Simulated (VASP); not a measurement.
## CdS (Greenockite): relaxation of the atoms with r2SCAN

CdS (Greenockite):

```
Cd S
1.0
     4.15000    0.00000    0.00000
    -2.07500    3.59401    0.00000
     0.00000    0.00000    6.73700
Cd S
2 2
Direct
  0.65238 0.33483 0.49822
  0.33236 0.66383 0.00239
  0.66257 0.33254 0.87277
  0.33939 0.67049 0.37511
```

The cell isn't the ideal one: atoms moved at random, drawn with an rms of 0.05 Å.

```yaml
Program: VASP 6.6.1
Task: relaxation of the atoms
Functional: r2SCAN
Potentials_or_basis: VASP PAW PBE potentials, release 64 (Cd, S)
Cutoff: 520 eV
k_mesh: 7 × 7 × 4
Occupations: gaussian, width 0.05 eV
Spin: no spin polarisation
Optimiser: vasp
Further_INCAR_settings: ALGO = Normal; EDIFF = 1.00e-07; IBRION = 2; EDIFFG = -1.00e-02; NSW = 40
```

```
Energy gained by relaxing    : 5.4 meV/atom
Ionic steps                  : 7
Pressure after relaxing      : 1.0 GPa
Largest force after relaxing : 0.008 eV/Å
Band gap on the k mesh       : 1.65 eV, direct
```

Forces on the atoms (eV/Å):
```
Cd   0.000 -0.004  0.003
Cd  -0.004  0.003 -0.001
S   -0.004  0.003  0.000
S    0.008 -0.002 -0.002
```

Step by step:
| step | energy change (eV) | largest force (eV/Å) | pressure (GPa) |
| --- | --- | --- | --- |
| 1 | 0.0000 | 0.4245 | 1.10 |
| 2 | -0.0157 | 0.2125 | 1.03 |
| 3 | -0.0212 | 0.0612 | 1.01 |
| 4 | -0.0212 | 0.0641 | 1.01 |
| 5 | -0.0216 | 0.0314 | 1.00 |
| 6 | -0.0216 | 0.0196 | 1.01 |
| 7 | -0.0217 | 0.0084 | 1.01 |

Final structure:
```yaml
crystal:
  lattice:
    - [4.15000, 0.00000, 0.00000]
    - [-2.07500, 3.59401, 0.00000]
    - [0.00000, 0.00000, 6.73700]
  atoms:
    - { symbol: Cd, position: [0.66237, 0.33586, 0.49849] }
    - { symbol: Cd, position: [0.33108, 0.66502, 0.99859] }
    - { symbol: S, position: [0.66432, 0.33191, 0.87568] }
    - { symbol: S, position: [0.32893, 0.66890, 0.37574] }
```

Levels at points of the mesh, in eV from the valence-band top:
| k point | band 15 | band 16 | band 17 | band 18 | band 19 | band 20 | band 21 | band 22 |
| --- | --- | --- | --- | --- | --- | --- | --- | --- |
| (0.00, 0.00, 0.00) | -0.76 | -0.04 | 0.00 | 0.00 | 1.65 | 3.23 | 6.96 | 7.00 |
| (0.00, 0.00, 0.50) | -0.40 | -0.39 | -0.39 | -0.39 | 3.29 | 3.29 | 6.64 | 6.64 |

Run time: 38 min on 1 thread of Intel(R) Xeon(R) Platinum 8488C (Sapphire Rapids), on a shared host, peak memory 0.36 GiB.

Caveat: the PAW data sets were made with another functional, which shifts forces and pressure a little.
